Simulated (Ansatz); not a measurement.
Crystal: Sb.

```
Sb
1.0
    -1.57654    1.57654    2.71194
     1.57654   -1.57654    2.71194
     1.57654    1.57654   -2.71194
Sb
1
Cartesian
  0.0000 0.0000 0.0000
```

This isn't the form of Sb at room conditions, which is rhombohedral.

* Program: Ansatz 0.2.0
* Task: relaxation of cell and atoms
* Functional: PBE
* Potentials or basis: Ansatz PAW
* Cutoff: 420 eV (not typed: the program's choice for these potentials)
* k mesh: 12 × 12 × 12
* Occupations: fermi-dirac, width 0.05 eV
* Spin: no spin polarisation

At the start: volume 26.96 Å³/atom.

Task: Where does the relaxation end?

Result: It ends after 7 steps and the volume is 27.60 Å³/atom (+2.4 %); space group I4/mmm (No. 139, to 0.05 Å).

The path:
```csv
step,energy change (eV),largest force (eV/Å),volume (Å³)
1,0.0000,0.0000,26.96
2,-0.0036,0.0000,28.04
3,-0.0046,0.0000,27.75
4,-0.0050,0.0000,27.62
5,-0.0057,0.0000,27.57
6,-0.0062,0.0000,27.60
7,-0.0063,0.0000,27.60
```

Final structure:
```cif
data_structure
_symmetry_space_group_name_H-M 'P 1'
_symmetry_Int_Tables_number 1
_cell_length_a 3.5008
_cell_length_b 3.5008
_cell_length_c 3.5008
_cell_angle_alpha 125.182
_cell_angle_beta 125.182
_cell_angle_gamma 81.237
_cell_volume 27.60
loop_
_atom_site_label
_atom_site_type_symbol
_atom_site_fract_x
_atom_site_fract_y
_atom_site_fract_z
_atom_site_occupancy
Sb1 Sb 0.00000 0.00000 0.00000 1
```

Caveat: the plane-wave basis is chosen anew once the cell has moved, so the energies of steps on either side of that aren't comparable.
